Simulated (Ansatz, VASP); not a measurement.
# One calculation of Fe2O3, two programs

File INCAR:

```
SYSTEM = Fe2O3
PREC = Accurate
ENCUT = 600
EDIFF = 1E-6
ISMEAR = 0
SIGMA = 0.1
LREAL = .FALSE.
LASPH = .TRUE.
NELM = 150
ALGO = Normal
ISIF = 3
LWAVE = .FALSE.
LCHARG = .FALSE.
ISPIN = 2
MAGMOM = 4.04 2.35 0.25 0.25 0.25
LORBIT = 11
LMAXMIX = 4
GGA = PE
IBRION = 2
NSW = 100
EDIFFG = -0.01
```

File KPOINTS:

```
regular mesh
0
G
  10 10 10
  0 0 0
```

POSCAR

```
Fe2O3
1.0
    3.6847446200      0.0000000000      0.0000000000
    0.0000000000      3.6847446200      0.0000000000
    0.0000000000      0.0000000000      3.6847446200
Fe O
2 3
Direct
    0.5000000000      0.5000000000      0.5000000000
    0.0000000000      0.0000000000      0.0000000000
    0.5000000000      0.0000000000      0.0000000000
    0.0000000000      0.5000000000      0.0000000000
    0.0000000000      0.0000000000      0.5000000000
```

Input for Ansatz:

```yaml
crystal:
  lattice:
    - [3.68474462, 0.0, 0.0]
    - [0.0, 3.68474462, 0.0]
    - [0.0, 0.0, 3.68474462]
  atoms:
    - { symbol: Fe, position: [0.5, 0.5, 0.5], spin: 4.04 }
    - { symbol: Fe, position: [0.0, 0.0, 0.0], spin: 2.35 }
    - { symbol: O, position: [0.5, 0.0, 0.0], spin: 0.25 }
    - { symbol: O, position: [0.0, 0.5, 0.0], spin: 0.25 }
    - { symbol: O, position: [0.0, 0.0, 0.5], spin: 0.25 }
basis:
  ecutwfc: 420
kpoints:
  mp_grid: { grid: [10, 10, 10] }
hamiltonian:
  xc: pbe
scf:
  occupations: { method: gaussian, width: 0.1 }
output:
  forces: true
  stress: true
  eigenvalues: true
  populations: true
magnetization:
  spin_polarized: true
relax:
  adjacent_minimum: "off"
  f_tol: 0.01
  max_steps: 80
  cell: { stress_tol: 0.05 }
```

Change from the starting cell: species swapped into the Tl2F3 type (Pm-3m, No. 221).

Alike in both runs: task relaxation of cell and atoms; functional PBE; k mesh 10 × 10 × 10; occupations gaussian, width 0.1 eV; collinear spin.

|  | VASP | Ansatz |
| --- | --- | --- |
| version | VASP 6.6.1 | Ansatz 0.2.0 |
| potentials or method | VASP PAW PBE potentials, release 64 (Fe, O) | scalar-relativistic, plane waves, PAW |
| plane-wave cutoff (eV) | 600 | 420 |
| valence electrons in the cell | 34 | 50 |

Ansatz gave:

* gap on the k mesh at the Fermi level, each at its own relaxed structure (eV): none
* net moment per atom (μB): 1.43
* size of the moment on the site where the two differ most (μB): 2.31
* relaxed volume (Å³/atom): 10.07
* relaxed cell length with the largest relative difference (Å): 3.693

Task: Estimate VASP's values.

Result: gap on the k mesh at the Fermi level, each at its own relaxed structure (eV): none; net moment per atom (μB): 1.45; size of the moment on the site where the two differ most (μB): 2.51; relaxed volume (Å³/atom): 10.13; relaxed cell length with the largest relative difference (Å): 3.700.

Site moments also hang on the region over which each program counts them. A gap of «none» marks a metal or a gap that the smearing closes. The two sets of potentials don't hold the same shells in valence. Ansatz warned: «given_moment_on_shells».

Caveats: semilocal functionals often make such compounds metallic where correlation or magnetic order opens a gap, which also shifts bond lengths.
